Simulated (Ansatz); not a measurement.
# S: the cost of one run

Method: DFT PBEsol, scalar-relativistic, plane waves, PAW, in Ansatz 0.2.0.

1 further run of the same task is left out (it didn't finish).

### Step 1. The structure to begin with

Symmetry: P4mm, No. 99, tetragonal system. Conventional cell: a = 16.829 Å, b = 16.829 Å, c = 20.447 Å, α = 90.00°, β = 90.00°, γ = 90.00°. S (site symmetry m) has 2 S at 2.05 Å as nearest neighbours.

Coordinates:

```xyz
8
Lattice="16.8292 0.0000 0.0000 0.0000 16.8292 0.0000 0.0000 0.0000 20.4474" Properties=species:S:1:pos:R:3 pbc="T T T"
S     6.0563    8.4146    8.5137
S     6.7472    6.7472    9.4800
S     6.7472   10.0820    9.4800
S     8.4146    6.0563    8.5137
S     8.4146   10.7729    8.5137
S    10.0820    6.7472    9.4800
S    10.0820   10.0820    9.4800
S    10.7729    8.4146    8.5137
```

This is candidate A: structure listed in a database for this formula (P4mm, No. 99).

### Step 2. Probe: one point at the start (candidate A)

File input.yaml:

```yaml
crystal:
  lattice:
    - [16.8291635, 0.0, 0.0]
    - [0.0, 16.8291635, 0.0]
    - [0.0, 0.0, 20.44743221]
  atoms:
    - { symbol: S, position: [0.35986916, 0.5, 0.41637011] }
    - { symbol: S, position: [0.40092381, 0.40092381, 0.46362989] }
    - { symbol: S, position: [0.40092381, 0.59907619, 0.46362989] }
    - { symbol: S, position: [0.5, 0.35986916, 0.41637011] }
    - { symbol: S, position: [0.5, 0.64013084, 0.41637011] }
    - { symbol: S, position: [0.59907619, 0.40092381, 0.46362989] }
    - { symbol: S, position: [0.59907619, 0.59907619, 0.46362989] }
    - { symbol: S, position: [0.64013084, 0.5, 0.41637011] }
basis:
  ecutwfc: 420
kpoints:
  mp_grid: { grid: [1, 1, 1] }
hamiltonian:
  xc: pbesol
scf:
  occupations: { method: gaussian, width: 0.1 }
  lower_state_search: "off"
output:
  forces: true
  stress: true
  eigenvalues: true
```

What time and memory should one allow on 1 thread of an Arm CPU, shared host?

About 20 s, with a peak of 2.2 GiB.
